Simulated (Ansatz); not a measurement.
# Ni2Ge: equal strain of all cell vectors

Aim: apply equal strain of all cell vectors to Ni2Ge from -3 to +3 %, where the shape is held and the atoms relax, and follow energy, stress and any gap.

Method: DFT r2SCAN, scalar-relativistic, plane waves, PAW, in Ansatz 0.2.0.

2 further runs of the same task are left out: 2 set aside as unsound or not needed.

### 1 Starting point

Symmetry: P6_3/mmc, No. 194, hexagonal system. Conventional cell: a = 3.978 Å, b = 3.978 Å, c = 5.037 Å, α = 90.00°, β = 90.00°, γ = 120.00°. Ni (site symmetry -6m2) has 5 Ge at 2.30 to 2.52 Å and 6 Ni at 2.62 Å as nearest neighbours. Ni (site symmetry -3m) is surrounded by 8 Ni at 2.52 to 2.62 Å and 6 Ge at 2.62 Å. Around Ge (site symmetry -6m2) lie 11 Ni at 2.30 to 2.62 Å.

As a file:

```
Ni Ge
1.0
     3.97814    0.00000    0.00000
    -1.98907    3.44517    0.00000
     0.00000    0.00000    5.03738
Ni Ge
4 2
Direct
  0.66667 0.33333 0.25000
  0.33333 0.66667 0.75000
  0.00000 0.00000 0.00000
  0.00000 0.00000 0.50000
  0.66667 0.33333 0.75000
  0.33333 0.66667 0.25000
```

It goes back to an entry of the Materials Project, which need not be the stable form.

This cell was relaxed beforehand with the same method: volume 11.51 Å³/atom, gap on the mesh none (metal).

The unstrained cell comes from an earlier run at this level (6 atoms, E(σ→0) -31988.3436 eV, gap none (metal)).

### 2 At -1.0 %

File input.yaml:

```yaml
crystal:
  lattice:
    - [3.938359118, 0.0, 0.0]
    - [-1.969179559, 3.4107190454, 0.0]
    - [0.0, 0.0, 4.9870018148]
  atoms:
    - { symbol: Ni, position: [0.6666666667, 0.3333333333, 0.25] }
    - { symbol: Ni, position: [0.3333333333, 0.6666666667, 0.75] }
    - { symbol: Ni, position: [0.0, 0.0, 0.0] }
    - { symbol: Ni, position: [0.0, 0.0, 0.5] }
    - { symbol: Ge, position: [0.6666666667, 0.3333333333, 0.75] }
    - { symbol: Ge, position: [0.3333333333, 0.6666666667, 0.25] }
basis:
  ecutwfc: 500
kpoints:
  mp_grid: { grid: [12, 12, 8] }
hamiltonian:
  xc: r2scan
scf:
  occupations: { method: gaussian, width: 0.1 }
output:
  forces: true
  stress: true
  eigenvalues: true
```

On the command line:

```bash
> ansatz run input.yaml --threads 1 --pin off --max-ram 2560MiB --backend cpu --events-out ev --progress --plain --runs-dir out
```

Standard output, cut to the lines that bear on the results:

```text
Warning: RAYON_NUM_THREADS=1 ignored (pool sized by the plan → 1); use --threads N
[...]
Pseudopotentials: kind: paw
Pseudopotential: Ni, paw, valence charge 18, recommended cutoff 500 eV (meta_gga), Ni.paw.azcp
Pseudopotential: Ge, paw, valence charge 14, recommended cutoff 500 eV (meta_gga), Ge.paw.azcp
Functional definition: r2SCAN
[...]
Crystal: 6 atoms, lattice volume = 66.989 Å³
Basis set: ecut = 500 eV, 1681 PW (Γ), exchange–correlation on 120×120×160 points (64 copies of the dense FFT grid, shifted against one another)
Bands: 60, of which v1, the nominal top of the filled ones, is band 50 counted from 1 (49 counted from 0)
Symmetry: 24 space group operations
Space group: P63/mmc (ITA 194), of the structure as read, at distance tolerance 4.1e-5 Å
k-points: 95 of 1152
[...]
SCF iter   1: F=—  HF=-31988.050818 eV  |F-HF|=—  |Δ(HF+E_count)|=         —  Δρ=2.81e-2  dr2=3.61e-1  dr2_τ=1.99e-1  ethr=1.77e-3  ⟨swp⟩=5.3  Hψ=18696  notcnv=0  defer=124
[...]
SCF iter  11: F=-31988.312664 eV  HF=-31988.312664 eV  |F-HF|=1.59e-8  |Δ(HF+E_count)|=   1.07e-8  Δρ=6.42e-6  dr2=2.10e-8  dr2_τ=1.22e-10  ethr=1.00e-10  ⟨swp⟩=3.0  Hψ=20382  notcnv=0
[...]
SCF converged after 11 iterations
Free energy (F): -31988.312664 eV
[...]
E sigma→0 (E₀):  -31988.303798 eV
Entropy (-TS):   -0.017733 eV (-2.955 meV/atom)
Fermi energy:    18.727390 eV
[...]
--- Forces (eV/Å), atoms counted from 1 ---
  atom   1  Ni    -0.00000000     0.00000000     0.00000000
  atom   2  Ni    -0.00000000    -0.00000000     0.00000000
  atom   3  Ni     0.00000000     0.00000000    -0.00000000
  atom   4  Ni     0.00000000     0.00000000     0.00000000
  atom   5  Ge     0.00000000     0.00000000     0.00000000
  atom   6  Ge     0.00000000    -0.00000000     0.00000000
[...]
--- Stress (GPa, compression-positive) ---
        6.809147       0.000000       0.000000
        0.000000       6.809147       0.000000
        0.000000       0.000000       5.723328
  P = ⅓ Tr σ = 6.4472 GPa (64.472 kbar)
--- Band table (eV; the first three rows and the last of 95) ---
[...]
```

Wall time 83 s (1 thread of AMD EPYC 7R43 (Zen 3), shared host); peak memory 0.78 GiB.

The cell is held at each strain. Atoms start from the nearest strain of the same sign that is done. Symmetry fixes all atoms here, so a single point is enough.

### 3 At +1.0 %

input.yaml, as its differences from that of step 2:

```diff
@@ -2,5 +2,5 @@
   lattice:
-    - [3.938359118, 0.0, 0.0]
-    - [-1.969179559, 3.4107190454, 0.0]
-    - [0.0, 0.0, 4.9870018148]
+    - [4.0179219285, 0.0, 0.0]
+    - [-2.0089609642, 3.4796224605, 0.0]
+    - [0.0, 0.0, 5.0877493262]
   atoms:
```

On the command line:

```bash
> ansatz run input.yaml --threads 1 --pin off --max-ram 2560MiB --backend cpu --events-out ev --progress --plain --runs-dir out
```

Standard output, cut to the lines that bear on the results:

```text
Warning: RAYON_NUM_THREADS=1 ignored (pool sized by the plan → 1); use --threads N
[...]
[... 4 set-up lines as earlier in the session ...]
[...]
Crystal: 6 atoms, lattice volume = 71.131 Å³
Basis set: ecut = 500 eV, 1825 PW (Γ), exchange–correlation on 120×120×160 points (64 copies of the dense FFT grid, shifted against one another)
Bands: 60, of which v1, the nominal top of the filled ones, is band 50 counted from 1 (49 counted from 0)
[... 2 set-up lines as earlier in the session ...]
k-points: 95 of 1152
[...]
SCF iter   1: F=—  HF=-31988.079875 eV  |F-HF|=—  |Δ(HF+E_count)|=         —  Δρ=2.94e-2  dr2=4.28e-1  dr2_τ=1.77e-1  ethr=1.77e-3  ⟨swp⟩=5.3  Hψ=18009  notcnv=0  defer=139
[...]
SCF iter  11: F=-31988.315921 eV  HF=-31988.315921 eV  |F-HF|=4.98e-8  |Δ(HF+E_count)|=   1.10e-8  Δρ=1.13e-5  dr2=6.59e-8  dr2_τ=2.68e-10  ethr=1.00e-10  ⟨swp⟩=8.8  Hψ=22376  notcnv=0
[...]
SCF converged after 11 iterations
Free energy (F): -31988.315921 eV
[...]
E sigma→0 (E₀):  -31988.306326 eV
Entropy (-TS):   -0.019190 eV (-3.198 meV/atom)
Fermi energy:    17.377687 eV
[...]
--- Forces (eV/Å), atoms counted from 1 ---
  atom   1  Ni    -0.00000000     0.00000000     0.00000000
  atom   2  Ni    -0.00000000    -0.00000000     0.00000000
  atom   3  Ni     0.00000000     0.00000000    -0.00000000
  atom   4  Ni    -0.00000000    -0.00000000     0.00000000
  atom   5  Ge    -0.00000000     0.00000000     0.00000000
  atom   6  Ge     0.00000000    -0.00000000     0.00000000
[...]
--- Stress (GPa, compression-positive) ---
       -5.807000      -0.000000       0.000000
       -0.000000      -5.807000       0.000000
        0.000000       0.000000      -4.884436
  P = ⅓ Tr σ = -5.4995 GPa (-54.995 kbar)
--- Band table (eV; the first three rows and the last of 95) ---
[...]
```

Run time: 1.8 min. Hardware: 1 thread of AMD EPYC 7R43 (Zen 3), shared host; peak memory 0.79 GiB.

### 4 At -2.0 %

input.yaml, as its differences from that of step 3:

```diff
@@ -2,5 +2,5 @@
   lattice:
-    - [4.0179219285, 0.0, 0.0]
-    - [-2.0089609642, 3.4796224605, 0.0]
-    - [0.0, 0.0, 5.0877493262]
+    - [3.8985777128, 0.0, 0.0]
+    - [-1.9492888564, 3.3762673379, 0.0]
+    - [0.0, 0.0, 4.9366280591]
   atoms:
```

On the command line:

```bash
> ansatz run input.yaml --threads 1 --pin off --max-ram 2560MiB --backend cpu --events-out ev --progress --plain --runs-dir out
```

Standard output, cut to the lines that bear on the results:

```text
Warning: RAYON_NUM_THREADS=1 ignored (pool sized by the plan → 1); use --threads N
[...]
[... 4 set-up lines as earlier in the session ...]
[...]
Crystal: 6 atoms, lattice volume = 64.979 Å³
Basis set: ecut = 500 eV, 1657 PW (Γ), exchange–correlation on 120×120×160 points (64 copies of the dense FFT grid, shifted against one another)
Bands: 60, of which v1, the nominal top of the filled ones, is band 50 counted from 1 (49 counted from 0)
[... 1 set-up line as earlier in the session ...]
Space group: P63/mmc (ITA 194), of the structure as read, at distance tolerance 4.0e-5 Å
k-points: 95 of 1152
[...]
SCF iter   1: F=—  HF=-31987.910110 eV  |F-HF|=—  |Δ(HF+E_count)|=         —  Δρ=2.75e-2  dr2=3.32e-1  dr2_τ=2.12e-1  ethr=1.77e-3  ⟨swp⟩=5.4  Hψ=18893  notcnv=0  defer=104
[...]
SCF iter  11: F=-31988.186168 eV  HF=-31988.186168 eV  |F-HF|=1.84e-8  |Δ(HF+E_count)|=   2.83e-9  Δρ=7.55e-6  dr2=2.52e-8  dr2_τ=1.52e-10  ethr=1.00e-10  ⟨swp⟩=4.0  Hψ=18109  notcnv=0
[...]
SCF converged after 11 iterations
Free energy (F): -31988.186168 eV
[...]
E sigma→0 (E₀):  -31988.177645 eV
Entropy (-TS):   -0.017047 eV (-2.841 meV/atom)
Fermi energy:    19.443360 eV
[...]
--- Forces (eV/Å), atoms counted from 1 ---
  atom   1  Ni     0.00000000     0.00000000     0.00000000
  atom   2  Ni    -0.00000000    -0.00000000     0.00000000
  atom   3  Ni    -0.00000000     0.00000000     0.00000000
  atom   4  Ni     0.00000000     0.00000000     0.00000000
  atom   5  Ge     0.00000000     0.00000000     0.00000000
  atom   6  Ge     0.00000000    -0.00000000     0.00000000
[...]
--- Stress (GPa, compression-positive) ---
       14.709834       0.000000       0.000000
        0.000000      14.709834       0.000000
        0.000000       0.000000      12.382454
  P = ⅓ Tr σ = 13.9340 GPa (139.340 kbar)
--- Band table (eV; the first three rows and the last of 95) ---
[...]
```

Run time: 95 s. Hardware: 1 thread of AMD EPYC 7R43 (Zen 3), shared host; peak memory 0.75 GiB.

### 5 Strain +2.0 %

input.yaml, as its differences from that of step 4:

```diff
@@ -2,5 +2,5 @@
   lattice:
-    - [3.8985777128, 0.0, 0.0]
-    - [-1.9492888564, 3.3762673379, 0.0]
-    - [0.0, 0.0, 4.9366280591]
+    - [4.0577033337, 0.0, 0.0]
+    - [-2.0288516668, 3.514074168, 0.0]
+    - [0.0, 0.0, 5.1381230819]
   atoms:
```

On the command line:

```bash
> ansatz run input.yaml --threads 1 --pin off --max-ram 2560MiB --backend cpu --events-out ev --progress --plain --runs-dir out
```

Standard output, cut to the lines that bear on the results:

```text
Warning: RAYON_NUM_THREADS=1 ignored (pool sized by the plan → 1); use --threads N
[...]
[... 4 set-up lines as earlier in the session ...]
[...]
Crystal: 6 atoms, lattice volume = 73.265 Å³
Basis set: ecut = 500 eV, 1861 PW (Γ), exchange–correlation on 120×120×160 points (64 copies of the dense FFT grid, shifted against one another)
Bands: 60, of which v1, the nominal top of the filled ones, is band 50 counted from 1 (49 counted from 0)
[... 1 set-up line as earlier in the session ...]
Space group: P63/mmc (ITA 194), of the structure as read, at distance tolerance 4.2e-5 Å
k-points: 95 of 1152
[...]
SCF iter   1: F=—  HF=-31987.986716 eV  |F-HF|=—  |Δ(HF+E_count)|=         —  Δρ=3.00e-2  dr2=4.65e-1  dr2_τ=1.68e-1  ethr=1.77e-3  ⟨swp⟩=5.3  Hψ=18222  notcnv=0  defer=136
[...]
SCF iter  11: F=-31988.210481 eV  HF=-31988.210481 eV  |F-HF|=5.78e-8  |Δ(HF+E_count)|=   2.42e-8  Δρ=1.18e-5  dr2=8.03e-8  dr2_τ=3.46e-10  ethr=1.00e-10  ⟨swp⟩=8.9  Hψ=25035  notcnv=0
[...]
SCF converged after 11 iterations
Free energy (F): -31988.210481 eV
[...]
E sigma→0 (E₀):  -31988.200498 eV
Entropy (-TS):   -0.019966 eV (-3.328 meV/atom)
Fermi energy:    16.741302 eV
[...]
--- Forces (eV/Å), atoms counted from 1 ---
  atom   1  Ni     0.00000000    -0.00000000     0.00000000
  atom   2  Ni    -0.00000000     0.00000000     0.00000000
  atom   3  Ni     0.00000000    -0.00000000    -0.00000000
  atom   4  Ni     0.00000000     0.00000000     0.00000000
  atom   5  Ge    -0.00000000     0.00000000     0.00000000
  atom   6  Ge     0.00000000     0.00000000     0.00000000
[...]
--- Stress (GPa, compression-positive) ---
      -10.768374       0.000000       0.000000
        0.000000     -10.768374       0.000000
        0.000000       0.000000      -9.047238
  P = ⅓ Tr σ = -10.1947 GPa (-101.947 kbar)
--- Band table (eV; the first three rows and the last of 95) ---
[...]
```

Run time: 98 s. Hardware: 1 thread of AMD EPYC 7R43 (Zen 3), shared host; peak memory 0.79 GiB.

### 6 Strain -3.0 %

input.yaml, as its differences from that of step 5:

```diff
@@ -2,5 +2,5 @@
   lattice:
-    - [4.0577033337, 0.0, 0.0]
-    - [-2.0288516668, 3.514074168, 0.0]
-    - [0.0, 0.0, 5.1381230819]
+    - [3.8587963075, 0.0, 0.0]
+    - [-1.9293981538, 3.3418156304, 0.0]
+    - [0.0, 0.0, 4.8862543034]
   atoms:
```

On the command line:

```bash
> ansatz run input.yaml --threads 1 --pin off --max-ram 2560MiB --backend cpu --events-out ev --progress --plain --runs-dir out
```

Standard output, cut to the lines that bear on the results:

```text
Warning: RAYON_NUM_THREADS=1 ignored (pool sized by the plan → 1); use --threads N
[...]
[... 4 set-up lines as earlier in the session ...]
[...]
Crystal: 6 atoms, lattice volume = 63.010 Å³
Basis set: ecut = 500 eV, 1595 PW (Γ), exchange–correlation on 120×120×144 points (64 copies of the dense FFT grid, shifted against one another)
Bands: 60, of which v1, the nominal top of the filled ones, is band 50 counted from 1 (49 counted from 0)
[... 2 set-up lines as earlier in the session ...]
k-points: 95 of 1152
[...]
SCF iter   1: F=—  HF=-31987.672096 eV  |F-HF|=—  |Δ(HF+E_count)|=         —  Δρ=2.69e-2  dr2=3.04e-1  dr2_τ=2.27e-1  ethr=1.77e-3  ⟨swp⟩=5.5  Hψ=19139  notcnv=0  defer=84
[...]
SCF iter  11: F=-31987.963075 eV  HF=-31987.963075 eV  |F-HF|=1.30e-8  |Δ(HF+E_count)|=   1.03e-9  Δρ=6.93e-6  dr2=1.95e-8  dr2_τ=1.23e-10  ethr=1.00e-10  ⟨swp⟩=9.2  Hψ=24229  notcnv=0
[...]
SCF converged after 11 iterations
Free energy (F): -31987.963075 eV
[...]
E sigma→0 (E₀):  -31987.954881 eV
Entropy (-TS):   -0.016387 eV (-2.731 meV/atom)
Fermi energy:    20.188640 eV
[...]
--- Forces (eV/Å), atoms counted from 1 ---
  atom   1  Ni     0.00000000     0.00000000     0.00000000
  atom   2  Ni    -0.00000000    -0.00000000     0.00000000
  atom   3  Ni     0.00000000    -0.00000000     0.00000000
  atom   4  Ni     0.00000000    -0.00000000     0.00000000
  atom   5  Ge     0.00000000     0.00000000     0.00000000
  atom   6  Ge    -0.00000000    -0.00000000     0.00000000
[...]
--- Stress (GPa, compression-positive) ---
       23.863754      -0.000000       0.000000
       -0.000000      23.863754       0.000000
        0.000000       0.000000      20.113265
  P = ⅓ Tr σ = 22.6136 GPa (226.136 kbar)
--- Band table (eV; the first three rows and the last of 95) ---
[...]
```

Run time: 88 s. Hardware: 1 thread of AMD EPYC 7R43 (Zen 3), shared host; peak memory 0.73 GiB.

### 7 Strain +3.0 %

input.yaml, as its differences from that of step 6:

```diff
@@ -2,5 +2,5 @@
   lattice:
-    - [3.8587963075, 0.0, 0.0]
-    - [-1.9293981538, 3.3418156304, 0.0]
-    - [0.0, 0.0, 4.8862543034]
+    - [4.0974847389, 0.0, 0.0]
+    - [-2.0487423695, 3.5485258755, 0.0]
+    - [0.0, 0.0, 5.1884968377]
   atoms:
```

On the command line:

```bash
> ansatz run input.yaml --threads 1 --pin off --max-ram 2560MiB --backend cpu --events-out ev --progress --plain --runs-dir out
```

Standard output, cut to the lines that bear on the results:

```text
Warning: RAYON_NUM_THREADS=1 ignored (pool sized by the plan → 1); use --threads N
[...]
[... 4 set-up lines as earlier in the session ...]
[...]
Crystal: 6 atoms, lattice volume = 75.441 Å³
Basis set: ecut = 500 eV, 1897 PW (Γ), exchange–correlation on 120×120×160 points (64 copies of the dense FFT grid, shifted against one another)
Bands: 60, of which v1, the nominal top of the filled ones, is band 50 counted from 1 (49 counted from 0)
[... 2 set-up lines as earlier in the session ...]
k-points: 95 of 1152
[...]
SCF iter   1: F=—  HF=-31987.832735 eV  |F-HF|=—  |Δ(HF+E_count)|=         —  Δρ=3.07e-2  dr2=5.05e-1  dr2_τ=1.61e-1  ethr=1.77e-3  ⟨swp⟩=5.3  Hψ=17895  notcnv=0  defer=129
[...]
SCF iter  11: F=-31988.044171 eV  HF=-31988.044171 eV  |F-HF|=6.16e-8  |Δ(HF+E_count)|=   6.38e-8  Δρ=1.10e-5  dr2=7.95e-8  dr2_τ=4.00e-10  ethr=1.00e-10  ⟨swp⟩=9.1  Hψ=26181  notcnv=0
[...]
SCF converged after 11 iterations
Free energy (F): -31988.044171 eV
[...]
E sigma→0 (E₀):  -31988.033783 eV
Entropy (-TS):   -0.020776 eV (-3.463 meV/atom)
Fermi energy:    16.128910 eV
[...]
--- Forces (eV/Å), atoms counted from 1 ---
  atom   1  Ni    -0.00000000     0.00000000     0.00000000
  atom   2  Ni     0.00000000    -0.00000000     0.00000000
  atom   3  Ni     0.00000000     0.00000000     0.00000000
  atom   4  Ni     0.00000000     0.00000000     0.00000000
  atom   5  Ge    -0.00000000     0.00000000     0.00000000
  atom   6  Ge    -0.00000000    -0.00000000     0.00000000
[...]
--- Stress (GPa, compression-positive) ---
      -14.973367       0.000000       0.000000
       -0.000000     -14.973367      -0.000000
        0.000000      -0.000000     -12.570907
  P = ⅓ Tr σ = -14.1725 GPa (-141.725 kbar)
--- Band table (eV; the first three rows and the last of 95) ---
[...]
```

It took 87 s on 1 thread of AMD EPYC 7R43 (Zen 3), shared host; peak memory 0.81 GiB.

### 8 All strains together

| strain (%) | ΔE (meV/atom) | a (Å) | b (Å) | c (Å) | σxx | σyy | σzz |
| --- | --- | --- | --- | --- | --- | --- | --- |
| -3.0 | 64.8 | 3.859 | 3.859 | 4.886 | 23.86 | 23.86 | 20.11 |
| -2.0 | 27.7 | 3.899 | 3.899 | 4.937 | 14.71 | 14.71 | 12.38 |
| -1.0 | 6.6 | 3.938 | 3.938 | 4.987 | 6.81 | 6.81 | 5.72 |
| +0.0 | 0.0 | 3.978 | 3.978 | 5.037 | 0.01 | 0.01 | 0.01 |
| +1.0 | 6.2 | 4.018 | 4.018 | 5.088 | -5.81 | -5.81 | -4.88 |
| +2.0 | 23.8 | 4.058 | 4.058 | 5.138 | -10.77 | -10.77 | -9.05 |
| +3.0 | 51.6 | 4.097 | 4.097 | 5.188 | -14.97 | -14.97 | -12.57 |

ΔE is over the unstrained cell. Stress in GPa, positive in compression, on the Cartesian axes of the input. 

### 9 Summary of results

| quantity | value |
| --- | --- |
| largest energy cost | 64.8 meV/atom at -3.0 % |
| (1/V) d²E/dε² at zero strain, cubic fit | 1802 GPa |

What this shows: From the curvature follows nine times the bulk modulus at fixed shape: 1802 GPa. Compression by 3 % costs 64.8 meV/atom and stretching 51.6. Spin polarisation is off in the runs that give these values; a magnetic solution could lie lower.
